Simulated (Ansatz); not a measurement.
# C: the cost of one run

Program: Ansatz 0.2.0. Level of theory: DFT PBE+D3(BJ), scalar-relativistic, plane waves, PAW, and further levels as typed in the inputs. These are calculated values, not measurements.

### Step 1. Starting point

Symmetry: P6/mmm, No. 191, hexagonal system. Conventional cell: a = 2.460 Å, b = 2.460 Å, c = 20.000 Å, α = 90.00°, β = 90.00°, γ = 120.00°. Around C (site symmetry -6m2) lie 3 C at 1.42 Å.

Structure file:

```cif
data_structure
_symmetry_space_group_name_H-M 'P6/mmm'
_symmetry_Int_Tables_number 191
_cell_length_a 2.4600
_cell_length_b 2.4600
_cell_length_c 20.0000
_cell_angle_alpha 90.000
_cell_angle_beta 90.000
_cell_angle_gamma 120.000
_cell_volume 104.82
loop_
_atom_site_label
_atom_site_type_symbol
_atom_site_symmetry_multiplicity
_atom_site_Wyckoff_symbol
_atom_site_fract_x
_atom_site_fract_y
_atom_site_fract_z
_atom_site_occupancy
C1 C 2 d 0.33333 0.66667 0.50000 1
```

### Step 2. Single point: C50 slab, no spin

The cell repeats along c, and a dipole correction in the vacuum removes the field between the copies.

Input file input.yaml:

```yaml
crystal:
  lattice:
    - [12.3, 0.0, 0.0]
    - [-6.15, 10.6521124665, 0.0]
    - [0.0, 0.0, 20.0]
  atoms:
    - { symbol: C, position: [0.0, 0.0, 0.5] }
    - { symbol: C, position: [0.0666666667, 0.1333333333, 0.5] }
    - { symbol: C, position: [0.0, 0.2, 0.5] }
    - { symbol: C, position: [0.0666666667, 0.3333333333, 0.5] }
    - { symbol: C, position: [0.0, 0.4, 0.5] }
    - { symbol: C, position: [0.0666666667, 0.5333333333, 0.5] }
    - { symbol: C, position: [0.0, 0.6, 0.5] }
    - { symbol: C, position: [0.0666666667, 0.7333333333, 0.5] }
    - { symbol: C, position: [0.0, 0.8, 0.5] }
    - { symbol: C, position: [0.0666666667, 0.9333333333, 0.5] }
    - { symbol: C, position: [0.2, 0.0, 0.5] }
    - { symbol: C, position: [0.2666666667, 0.1333333333, 0.5] }
    - { symbol: C, position: [0.2, 0.2, 0.5] }
    - { symbol: C, position: [0.2666666667, 0.3333333333, 0.5] }
    - { symbol: C, position: [0.2, 0.4, 0.5] }
    - { symbol: C, position: [0.2666666667, 0.5333333333, 0.5] }
    - { symbol: C, position: [0.2, 0.6, 0.5] }
    - { symbol: C, position: [0.2666666667, 0.7333333333, 0.5] }
    - { symbol: C, position: [0.2, 0.8, 0.5] }
    - { symbol: C, position: [0.2666666667, 0.9333333333, 0.5] }
    - { symbol: C, position: [0.4, 0.0, 0.5] }
    - { symbol: C, position: [0.4666666667, 0.1333333333, 0.5] }
    - { symbol: C, position: [0.4, 0.2, 0.5] }
    - { symbol: C, position: [0.4666666667, 0.3333333333, 0.5] }
    - { symbol: C, position: [0.4, 0.4, 0.5] }
    - { symbol: C, position: [0.4666666667, 0.5333333333, 0.5] }
    - { symbol: C, position: [0.4, 0.6, 0.5] }
    - { symbol: C, position: [0.4666666667, 0.7333333333, 0.5] }
    - { symbol: C, position: [0.4, 0.8, 0.5] }
    - { symbol: C, position: [0.4666666667, 0.9333333333, 0.5] }
    - { symbol: C, position: [0.6, 0.0, 0.5] }
    - { symbol: C, position: [0.6666666667, 0.1333333333, 0.5] }
    - { symbol: C, position: [0.6, 0.2, 0.5] }
    - { symbol: C, position: [0.6666666667, 0.3333333333, 0.5] }
    - { symbol: C, position: [0.6, 0.4, 0.5] }
    - { symbol: C, position: [0.6666666667, 0.5333333333, 0.5] }
    - { symbol: C, position: [0.6, 0.6, 0.5] }
    - { symbol: C, position: [0.6666666667, 0.7333333333, 0.5] }
    - { symbol: C, position: [0.6, 0.8, 0.5] }
    - { symbol: C, position: [0.6666666667, 0.9333333333, 0.5] }
    - { symbol: C, position: [0.8, 0.0, 0.5] }
    - { symbol: C, position: [0.8666666667, 0.1333333333, 0.5] }
    - { symbol: C, position: [0.8, 0.2, 0.5] }
    - { symbol: C, position: [0.8666666667, 0.3333333333, 0.5] }
    - { symbol: C, position: [0.8, 0.4, 0.5] }
    - { symbol: C, position: [0.8666666667, 0.5333333333, 0.5] }
    - { symbol: C, position: [0.8, 0.6, 0.5] }
    - { symbol: C, position: [0.8666666667, 0.7333333333, 0.5] }
    - { symbol: C, position: [0.8, 0.8, 0.5] }
    - { symbol: C, position: [0.8666666667, 0.9333333333, 0.5] }
scf:
  occupations: { method: gaussian, width: 0.05 }
output:
  forces: true
hamiltonian:
  xc: pbe
  dispersion: d3bj
kpoints:
  mp_grid: { grid: [3, 3, 1] }
efield:
  axis: 3
  dipole_correction: true
```

On the command line:

```bash
ansatz run input.yaml --threads 8 --pin off --max-ram 14336MiB --backend cpu --events-out ev --progress --plain --runs-dir out
```

**Question.** How long does this run take on 8 threads of Intel Xeon 6975P-C (Granite Rapids), shared host, and how much memory does it need?

About 7.5 s, with a peak of 4.9 GiB.
